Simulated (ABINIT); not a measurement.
A run of ABINIT 10.8.3 (patched build):

Contents of run.abi:

```
# Datasets: ground state, then fixed potential
ndtset 2

# Pseudopotentials
pp_dirpath "./"
pseudos "Sc.GGA_PBE-JTH.xml, Al.GGA_PBE-JTH.xml"

# Structure
acell 4.08780657 4.08780657 4.08780657 Angstrom
rprim
     1.0000000000     0.0000000000     0.0000000000
     0.0000000000     1.0000000000     0.0000000000
     0.0000000000     0.0000000000     1.0000000000
ntypat 2
znucl 21 13
natom 4
typat 1 2 2 2
xred
     0.0000000000     0.0000000000     0.0000000000
     0.5000000000     0.5000000000     0.0000000000
     0.0000000000     0.5000000000     0.5000000000
     0.5000000000     0.0000000000     0.5000000000

# Plane-wave basis
ecut 20.0
pawecutdg 40.0

# Exchange and correlation
ixc -109134

# Bands and occupations
occopt 3
tsmear 0.05 eV

# SCF cycle
nstep 100

# Output
iomode 3
prtwf 0
prteig 0
prtebands 0
prtden1 1
prtvha1 1
prtvclmb1 1
prtpot1 1

# Dataset 1
kptopt1 1
ngkpt1 7 7 7
nshiftk1 1
shiftk1 0.0 0.0 0.0
nband1 14
tolvrs1 1.0e-9

# Dataset 2: bands along G-X-M-G-R-X
iscf2 -2
getden2 1
nband2 18
nbdbuf2 2
tolwfr2 1.0e-12
kptopt2 -5
ndivsm2 8
prteig2 1
prtvol2 -3
kptbounds2
     0.0000000000     0.0000000000     0.0000000000
     0.0000000000     0.5000000000     0.0000000000
     0.5000000000     0.5000000000     0.0000000000
     0.0000000000     0.0000000000     0.0000000000
     0.5000000000     0.5000000000     0.5000000000
     0.0000000000     0.5000000000     0.0000000000
```

Potentials or basis: JTH PAW PBE v2.0.

The run is started by

```sh
$ abinit run.abi > log 2>&1
```

Hardware: 1 thread of Arm Neoverse V1 (shared host).

Problem. Estimate the wall time of this run.

Solution. Run time: 70 s on 1 thread of Arm Neoverse V1, on a shared host, peak memory 0.15 GiB. Counts: scf iterations 12, mpi ranks 1, k points 20, bands 14, plane waves 1987.
